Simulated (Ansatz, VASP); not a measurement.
Zn: VASP beside Ansatz

```
Zn
1.0
     2.61549    0.00000    0.00000
    -1.30775    2.26509    0.00000
     0.00000    0.00000    4.86462
Zn
2
Cartesian
  1.3077 0.7550 3.6485
  0.0000 1.5101 1.2162
```

Change from the starting cell: volume scaled by 0.94.

Alike in both runs: task single point; functional PBE; k mesh 11 × 11 × 6; occupations fermi-dirac, width 0.05 eV; no spin polarisation.

```csv
,VASP,Ansatz
version,VASP 6.6.1,Ansatz 0.2.0
potentials or method,"VASP PAW PBE potentials, release 64 (Zn)",Ansatz PAW
plane-wave cutoff (eV),520,420
valence electrons in the cell,24,24
```

|  | VASP | Ansatz | Ansatz less VASP |
| --- | --- | --- | --- |
| gap on the k mesh at the Fermi level (eV) | none | none | - |
| pressure (GPa) | 4.9 | 4.5 | -0.40 |
| largest component of the traceless stress (GPa) | 2.26 | 2.10 | -0.166 |

A gap of «none» marks a metal or a gap that the smearing closes.
